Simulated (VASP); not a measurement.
# Sb in VASP: notebook, part 2 of 2

VASP 6.6.1.

## (3) Relaxation of the atoms, PBE+D3

File INCAR:

```
PREC = Accurate
ENCUT = 520
EDIFF = 1E-7
ISMEAR = 0
SIGMA = 0.05
LREAL = F
LASPH = T
NELM = 60
ALGO = Normal
ISIF = 2
LWAVE = F
LCHARG = F
LDIPOL = T
IDIPOL = 3
DIPOL = 0.5 0.5 0.287
GGA = PE
IVDW = 11
IBRION = 2
NSW = 40
EDIFFG = -0.01
```

File KPOINTS:

```
Automatic mesh
0
Gamma
  9 9 1
```

File POSCAR:

```
Sb
1.0
    3.1333400000      0.0000000000      0.0000000000
    0.0000000000      3.1333400000      0.0000000000
    0.0000000000      0.0000000000     31.3600000000
Sb
2
Selective dynamics
Direct
    0.0000000000      0.0000000000      0.2420100000  F F F
    0.0000000000      0.0000000000      0.3319700000  T T T
```

Potentials or basis: VASP PAW PBE potentials, release 64 (Sb).

Command:

```bash
cat potpaw_PBE.64/Sb/POTCAR > POTCAR
mpirun -np 1 vasp_std > vasp.out
```

OUTCAR:

```text
PREC = Accurate
   ENCUT = 520
   EDIFF = 1E-7
   ISMEAR = 0
   LREAL = F
   LASPH = T
   NELM = 60
   ISIF = 2
   GGA = PE
   IVDW = 11
   IBRION = 2
   NSW = 40
   EDIFFG = -0.01
 IVDW          = 11

 ion  position               nearest neighbor table
   1  0.000  0.000  0.242-   2 2.82
   2  0.000  0.000  0.332-   1 2.82

  LATTYP: Found a simple tetragonal cell.
 ALAT       =     3.1333400000
 C/A-ratio  =    10.0084893436

  Lattice vectors:

 A1 = (   3.1333400000,   0.0000000000,   0.0000000000)
 A2 = (   0.0000000000,   3.1333400000,   0.0000000000)
 A3 = (   0.0000000000,   0.0000000000,  31.3600000000)

Analysis of symmetry for initial positions (statically):
=====================================================================
 Subroutine PRICEL returns:
 Original cell was already a primitive cell.

 Routine SETGRP: Setting up the symmetry group for a
 simple tetragonal supercell.

 Subroutine GETGRP returns: Found 16 space group operations
 (whereof  8 operations were pure point group operations)
 out of a pool of 16 trial point group operations.

The static configuration has the point symmetry C_4v.
 The point group associated with its full space group is D_4h.

Analysis of symmetry for dynamics (positions and initial velocities):
=====================================================================
[... 291 lines left out ...]

 Free energy of the ion-electron system (eV)
  ---------------------------------------------------
  ext. energy  EPLUGINS =         0.00000000
  ---------------------------------------------------
  free energy    TOTEN  =        -7.95453524 eV

  energy without entropy =       -7.95165015  energy(sigma->0) =       -7.95309269

 E-fermi :  -1.5903     XC(G=0):  -2.2540

 val. band max:       -1.6029506348   @ k =   0.0000   0.0000   0.0000
 cond. band min:      -1.4821561214   @ k =   0.3333   0.2222   0.0000
 fundamental gap:      0.1207945134
 Fermi energy:        -1.5902970830

 k-point     1 :       0.0000    0.0000    0.0000
  band No.  band energies     occupation
      1     -13.8323      2.00000
      2     -11.9038      2.00000
      3      -5.7801      2.00000
      4      -1.6030      1.27958
      5       1.5670      0.00000
      6       1.5670      0.00000
      7       1.5845      0.00000
      8       2.0680      0.00000
      9       2.1892      0.00000
[... 157 lines left out ...]
 k-point    15 :       0.4444    0.4444    0.0000
  band No.  band energies     occupation
      1      -9.4558      2.00000
      2      -7.1899      2.00000
      3      -4.8999      2.00000
      4      -4.8165      2.00000
      5      -3.4241      2.00000
      6      -3.2456      2.00000
      7      -1.9521      2.00000
      8       1.1275      0.00000
      9       2.7965      0.00000

------------------------ aborting loop because EDIFF is reached ----------------------------------------

 vacuum level on the upper side and lower side of the slab       (xc-potential included)        -0.076        -0.077

 Edisp (eV)   -0.28348

 E8    (eV) :    -0.1937

  FORCE on cell =-STRESS in cart. coord.  units (eV):
  Direction    XX          YY          ZZ          XY          YZ          ZX
  --------------------------------------------------------------------------------------
  -------------------------------------------------------------------------------------
  Total       0.46686     0.46686     0.00149     0.00000     0.00000     0.00000
  in kB       2.42945     2.42945     0.00776     0.00000     0.00000     0.00000
  external pressure =        1.62 kB  Pullay stress =        0.00 kB
[... 17 lines left out ...]
  FREE ENERGIE OF THE ION-ELECTRON SYSTEM (eV)
  ---------------------------------------------------
  free  energy   TOTEN  =        -8.2380181639 eV

  energy  without entropy=       -8.2351330769  energy(sigma->0) =       -8.23657562

 reached required accuracy - stopping structural energy minimisation

 vacuum level on the upper side and lower side of the slab         2.051         2.052
```

Wall time 2.8 min (1 thread of Intel Xeon 6975P-C (Granite Rapids), shared host); peak memory 0.39 GiB.

What came out:

```yaml
Free_energy: -8.2380 eV
Energy_gained_by_relaxing: 0.7 meV/atom
Ionic_steps: 4
Band_gap_on_the_k_mesh: none (metal or under the smearing width)
Dispersion_energy_per_atom: -0.142 eV
```

The path:
| step | energy change (eV) | largest force (eV/Å) | pressure (GPa) |
| --- | --- | --- | --- |
| 1 | 0.0000 | 0.1285 | 0.24 |
| 2 | -0.0007 | 0.0963 | 0.22 |
| 3 | -0.0013 | 0.0293 | 0.15 |
| 4 | -0.0014 | 0.0016 | 0.16 |

Final structure:
```
CELL_PARAMETERS angstrom
3.13334 0.00000 0.00000
0.00000 3.13334 0.00000
0.00000 0.00000 31.36000
ATOMIC_POSITIONS crystal
Sb 0.00000 0.00000 0.24201
Sb 0.00000 0.00000 0.33262
```

Levels at points of the mesh, in eV from the Fermi level:
```csv
k point,band 1,band 2,band 3,band 4,band 5,band 6,band 7,band 8,band 9
"(0.00, 0.00, 0.00)",-12.24,-10.31,-4.19,-0.01,3.16,3.16,3.17,3.66,3.78
```

Spin-orbit coupling is left out, which matters for the levels of Sb.

## (4) Electron localisation function, PBE+MBD (atoms moved at random, drawn with an rms of 0.02 Å)

File INCAR:

```
PREC = Accurate ; ENCUT = 520
EDIFF = 1E-6 ; ISMEAR = -5
SIGMA = 0.05 ; LREAL = False
LASPH = True ; NELM = 80
ALGO = Normal ; ISIF = 2
LWAVE = False ; LCHARG = True
LDIPOL = True ; IDIPOL = 3
DIPOL = 0.5 0.5 0.287 ; GGA = PE
IVDW = 202 ; LELF = True
NBANDS = 6
```

KPOINTS is that of step 3.

File POSCAR:

```
Sb
3.1333
    1.000012766093      0.000000000000      0.000000000000
    0.000000000000      1.000012766093      0.000000000000
    0.000000000000      0.000000000000     10.008617112948
Sb
2
Direct
    0.0031960000     -0.0005430000      0.2413690000
   -0.0033540000     -0.0001990000      0.3319150000
```

Command:

```bash
cat potpaw_PBE.64/Sb/POTCAR > POTCAR
mpirun -np 1 vasp_std > vasp.out
```

Run time: 55 s. Hardware: 1 thread of Intel Xeon 6975P-C (Granite Rapids), shared host; peak memory 0.39 GiB.

It converged, with:

| Item | Value |
| --- | --- |
| Free energy | -8.2457 eV |
| Largest force | 0.012 eV/Å |
| Dispersion energy per atom | -0.191 eV |

Forces in eV/Å, atoms in the order of the input:
```
Sb  -0.003  0.000 -0.012
Sb   0.003  0.000  0.012
```

Levels at points of the mesh, in eV from the Fermi level:
```
           k point  band 1  band 2  band 3  band 4  band 5  band 6
(0.00, 0.00, 0.00)  -12.39  -10.47   -4.33   -0.13    3.01    3.01
```

Caveat: the bands computed are all filled at some k points, so no gap is given.

## (5) Relaxation of the atoms, PBE

File INCAR:

```
SYSTEM = Sb
PREC     = Accurate       ! precision mode
ENCUT    = 600            ! plane-wave cutoff, eV
EDIFF    = 1E-6           ! SCF threshold, eV
ISMEAR   = -1             ! smearing method
SIGMA    = 0.05           ! smearing width, eV
LREAL    = .FALSE.        ! projectors in reciprocal space
LASPH    = .TRUE.         ! aspherical terms in the spheres
NELM     = 100            ! most SCF steps
ALGO     = Normal         ! electronic algorithm
ISIF     = 2              ! what is computed and relaxed
LWAVE    = .FALSE.        ! write WAVECAR
LCHARG   = .FALSE.        ! write CHGCAR
LDIPOL   = .TRUE.       
IDIPOL   = 3            
DIPOL    = 0.5 0.5 0.287
GGA      = PE             ! functional
IBRION   = 2              ! ionic algorithm
NSW      = 40             ! ionic steps
EDIFFG   = -0.02          ! ionic threshold
```

File KPOINTS:

```
Automatic mesh
0
G
  9 9 1
  0 0 0
```

File POSCAR:

```
Sb
1.0
    3.1333400000      0.0000000000      0.0000000000
    0.0000000000      3.1333400000      0.0000000000
    0.0000000000      0.0000000000     31.3600000000
Sb
2
Selective dynamics
Direct
    0.0000000000      0.0000000000      0.2420100000  F F F
    0.0000000000      0.0000000000      0.3319700000  T T T
```

Command:

```bash
cat potpaw_PBE.64/Sb/POTCAR > POTCAR
mpirun -np 1 vasp_std > vasp.out
```

It took 2.1 min on 1 thread of Intel Xeon Platinum 8259CL at 2.50GHz (Skylake/Cascade Lake), shared host; peak memory 0.49 GiB.

Results (log left out):

| Property | Result |
| --- | --- |
| Free energy | -7.9605 eV |
| Energy gained by relaxing | 0.1 meV/atom |
| Ionic steps | 3 |
| Band gap on the k mesh | none (metal or under the smearing width) |

The path:
| step | energy change (eV) | largest force (eV/Å) | pressure (GPa) |
| --- | --- | --- | --- |
| 1 | 0.0000 | 0.0529 | 0.28 |
| 2 | -0.0001 | 0.0399 | 0.27 |
| 3 | -0.0003 | 0.0004 | 0.25 |

Final structure:
```
Sb
1.0
     3.13334    0.00000    0.00000
     0.00000    3.13334    0.00000
     0.00000    0.00000   31.36000
Sb
2
Direct
  0.00000 0.00000 0.24201
  0.00000 0.00000 0.33230
```

Levels at points of the mesh, in eV from the Fermi level:
```
           k point  band 2  band 3  band 4  band 5  band 6  band 7  band 8  band 9
(0.00, 0.00, 0.00)  -10.31   -4.20    0.01    3.14    3.14    3.18    3.64    3.74
```

## (6) For comparison

An earlier run on the cell as given: functional PBE; potentials or basis VASP PAW PBE potentials, release 64 (Sb); cutoff 520 eV; k mesh 9 × 9 × 1; occupations fermi-dirac, width 0.05 eV; no spin polarisation.

- Largest force: 0.053 eV/Å
- Band gap on the k mesh: none (metal or under the smearing width)

## (7) The runs side by side

```csv
task,level,cell,cutoff (eV),smearing,atoms held fixed (from 0),other keys,gap on the mesh (eV),largest force (eV/Å)
relaxation of the atoms,RPBE,atoms relaxed,520,gaussian 0.05 eV,[0],-,none,-
relaxation of the atoms,PBE+D3,atoms relaxed,520,gaussian 0.05 eV,[0],-,none,-
electron localisation function,PBE+MBD,"atoms moved at random, drawn with an rms of 0.02 Å",520,tetrahedron,-,NBANDS = 6,-,0.01
relaxation of the atoms,PBE,atoms relaxed,600,fermi-dirac 0.05 eV,[0],-,none,-
single point,PBE,as given,520,fermi-dirac 0.05 eV,-,-,none,0.05
```

Alike in all rows: potentials or basis VASP PAW PBE potentials, release 64 (Sb); no spin polarisation; k mesh 9 × 9 × 1.

Caveats: the PAW data sets were made with another functional, which shifts forces and pressure a little (some runs); the bands computed are all filled at some k points, so no gap is given (some runs).

Total energies depend on the potentials used, so only differences within one code and one set of settings carry meaning.
